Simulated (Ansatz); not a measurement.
A 2-atom cell of AlP started from a crystallographic database was put through Ansatz (plane waves). It starts from the PBE minimum.

The cell given to it:
```
Al P
1.0
     0.00000    2.75340    2.75340
     2.75340    0.00000    2.75340
     2.75340    2.75340    0.00000
Al P
1 1
Cartesian
  0.0000 0.0000 0.0000
  1.3767 1.3767 1.3767
```

Main lines of the log:
```
Functional definition: PBEsol
Crystal: 2 atoms, lattice volume = 41.748 Å³
Basis set: ecut = 420 eV, 869 PW (Γ)
Bands: 8, of which v1, the nominal top of the filled ones, is band 4 counted from 1 (3 counted from 0)
Symmetry: 24 space group operations
Space group: F-43m (ITA 216)
k-points: 29 of 512 (time reversal used)
preconditioner: auto → none  [insulator: Δε(μ)=1.431 eV  σ=0.020 eV  ℏωp=16.3 eV]
SCF 1 converged in 6 iterations: F = -1265.730169 eV  dr2 = 1.09e-10
relax step 1: F+E_penalty+E_count = -1265.73016865 eV  P = -1.655 GPa  Ω = 41.748 Å³
SCF 2 converged in 4 iterations: F = -1265.734350 eV  dr2 = 8.05e-8
relax step 2: F+E_penalty+E_count = -1265.73435003 eV  P = -0.395 GPa  Ω = 41.119 Å³
SCF 3 converged in 4 iterations: F = -1265.734622 eV  dr2 = 8.36e-9
relax step 3: F+E_penalty+E_count = -1265.73462157 eV  P = +0.012 GPa  Ω = 40.926 Å³
SCF 4 converged in 4 iterations: F = -1265.734473 eV  dr2 = 1.94e-11
relax step 4: F+E_penalty+E_count = -1265.73447326 eV  P = +0.005 GPa  Ω = 40.926 Å³  (SCF on a basis re-selected at this cell)
SCF converged after 4 iterations
Free energy (F): -1265.734473 eV
Fermi energy:    5.663540 eV
--- Per-component energies (eV) ---
  E_band       = 3.907725
  E_kinetic    = 93.501198
  E_local      = -82.479136
  E_nonlocal   = 44.857964
  E_hartree    = 24.694618
  E_xc         = -100.476504
  E_vxc        = -89.931687
  E_paw        = -1009.066878
  E_vpaw       = -11.429830
  E_ewald      = -236.830972
  E_core_change = 0.065235
--- Stress (GPa, compression-positive) ---
        0.005476       0.000000       0.000000
        0.000000       0.005476       0.000000
        0.000000       0.000000       0.005476
  P = ⅓ Tr σ = 0.0055 GPa (0.055 kbar)
--- Relaxed structure (3 steps of the walk, 3 accepted, 1 SCFs on fresh bases) ---
  F+E_penalty+E_count = -1265.73447326 eV
  cell:  # Å, volume = 40.9258 Å³
    - [0.000000, 2.735201, 2.735201]
    - [2.735201, 0.000000, 2.735201]
    - [2.735201, 2.735201, 0.000000]
  atoms:
    - { symbol: Al, position: [0.000000, 0.000000, 0.000000] }
    - { symbol: P, position: [0.250000, 0.250000, 0.250000] }
```

Q: Which of these blocks stood in the input: relax, gw, phonons, dielectric, magnetization (spin_orbit)?

A: relax. The relax steps with a changing cell volume need the relax block with cell.

Q: Which k mesh was typed?

A: 8×8×8, Γ-centred.

Q: How were the bands filled?

A: With smearing of width σ = 0.02 eV (Fermi-Dirac in this run).

Run as `ansatz run input.yaml --threads 2 --pin off --max-ram 2211MiB --backend cpu --events-out ev --progress --plain --runs-dir out`.

(Simulation; spin polarisation is off.)
